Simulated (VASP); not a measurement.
## KCl in VASP 6.6.1, single-point calculation

INCAR

```
ISMEAR = -5
LREAL = .FALSE.
LASPH = .TRUE.
SIGMA = 0.2
NELM = 120
EDIFF = 1E-7
LCHARG = .FALSE.
LWAVE = .FALSE.
ENCUT = 520
IBRION = -1
PREC = Accurate
METAGGA = M06L
ISIF = 2
NBANDS = 15
NSW = 0
```

KPOINTS

```
KPOINTS created by Atomic Simulation Environment
0
Gamma
6 6 6
0 0 0
```

POSCAR

```
K  Cl
 1.0000000000000000
     0.0000000000000000    3.5612949880000002    3.5072828324000000
     3.5612949880000002    0.0000000000000000    3.5072828324000000
     3.5612949880000002    3.5612949880000002    0.0000000000000000
 K   Cl
   1   1
Cartesian
  0.0000000000000000  0.0000000000000000  0.0000000000000000
  1.7806474940000001  1.7806474940000001  1.7536414162000000
```

The recommended PBE PAW datasets give the neutral cell 16 valence electrons.

Command

```
mpirun -np 1 vasp_std
```

OSZICAR

```
N       E                     dE             d eps       ncg     rms          rms(c)
DAV:   1    -0.331846879686E+13   -0.33185E+13   -0.26854E+13  1430   0.310E+11
DAV:   2    -0.553543227480E+13   -0.22170E+13   -0.21703E+13  1646   0.122E+12
DAV:   3    -0.590537532091E+13   -0.36994E+12   -0.34013E+12  1800   0.502E+11
DAV:   4    -0.596859306592E+13   -0.63218E+11   -0.55313E+11  1800   0.181E+11
DAV:   5    -0.598123615788E+13   -0.12643E+11   -0.11397E+11  1800   0.865E+10    0.688E+01
DAV:   6     0.199931070978E+04    0.59812E+13   -0.42477E+04  1800   0.798E+02    0.984E+03
DAV:   7     0.219633214855E+03   -0.17797E+04   -0.15062E+04  1405   0.109E+03    0.518E+02
DAV:   8    -0.101036063824E+05   -0.10323E+05   -0.94332E+04  1800   0.412E+02    0.143E+02
DAV:   9     0.534689325058E+03    0.10638E+05   -0.25937E+04  1212   0.129E+03    0.811E+03
DAV:  10    -0.377445705359E+02   -0.57243E+03   -0.68262E+03  1274   0.605E+02    0.238E+02
...
DAV:  66    -0.373720967309E+06   -0.31216E+06   -0.36774E+06  1326   0.544E+03    0.119E+02
DAV:  67    -0.583369781447E+05    0.31538E+06   -0.63271E+05  1600   0.136E+03    0.604E+02
DAV:  68    -0.404412120486E+06   -0.34608E+06   -0.39571E+06  1310   0.573E+03    0.115E+02
DAV:  69    -0.448990017964E+05    0.35951E+06   -0.50563E+05  1728   0.125E+03    0.689E+02
DAV:  70    -0.528323651342E+06   -0.48342E+06   -0.51150E+06  1264   0.721E+03    0.113E+02
DAV:  71    -0.443887083398E+05    0.48393E+06   -0.49804E+05  1776   0.129E+03    0.569E+02
DAV:  72    -0.706740330356E+06   -0.66235E+06   -0.67762E+06  1202   0.964E+03    0.110E+02
DAV:  73    -0.334883943031E+05    0.67325E+06   -0.39218E+05  1800   0.123E+03    0.264E+02
DAV:  74    -0.710584360260E+06   -0.67710E+06   -0.67211E+06  1052   0.106E+04    0.110E+02
   1 F= -.71058436E+06 E0= -.71058436E+06  d E =0.000000E+00
```

Standard output (part)

```
POSCAR found type information on POSCAR K Cl
 POSCAR found :  2 types and       2 ions
 LDA part: xc-table for (None), standard interpolation
 POSCAR, INCAR and KPOINTS ok, starting setup
 WAVECAR not read
 entering main loop
 hard stop encountered!  aborting job ...
|     The electronic self-consistency was not achieved in the given           |
|     number of steps (NELM). The forces and other quantities evaluated       |
|     might not be reliable so examine the results carefully. If you find     |
|     spurious results, we suggest increasing NELM, if you were close to      |
|     convergence or switching to a different ALGO or adjusting the           |
|     density mixing parameters otherwise.                                    |
 soft stop encountered!  aborting job ...
 deleting file STOPCAR
```

It was cut off at its time limit.

The run took about 15 min on one core of a shared host (Intel Xeon Platinum 8488C) and held 0.27 GiB at most.
